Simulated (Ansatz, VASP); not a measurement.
## Pt in VASP and in Ansatz

```
Pt
1.0
     2.80680    0.00000    0.00000
    -1.40340    2.43076    0.00000
     0.00000    0.00000    4.54230
Pt
2
Direct
  0.66667 0.33333 0.75000
  0.33333 0.66667 0.25000
```

Alike in both runs: task single point; functional PBE; k mesh 18 × 18 × 10; occupations gaussian, width 0.15 eV; no spin polarisation.

```csv
,VASP,Ansatz
version,VASP 6.6.1,Ansatz 0.2.0
potentials or method,"VASP PAW PBE potentials, release 64 (Pt)","scalar-relativistic, plane waves, PAW"
plane-wave cutoff (eV),520,420
valence electrons in the cell,20,36
```

Ansatz gave:

- gap on the k mesh at the Fermi level (eV): none
- pressure (GPa): 4.2
- largest component of the traceless stress (GPa): 6.12

**Question.** What did VASP give for the same quantities?

**Answer.** gap on the k mesh at the Fermi level (eV): none; pressure (GPa): 3.7; largest component of the traceless stress (GPa): 6.05.

A gap of «none» marks a metal or a gap that the smearing closes. The functional is the same, so the differences come from potentials, cutoffs and numerics. The two sets of potentials don't hold the same shells in valence.

The runs have no spin-orbit coupling, so splittings on Pt are missing.
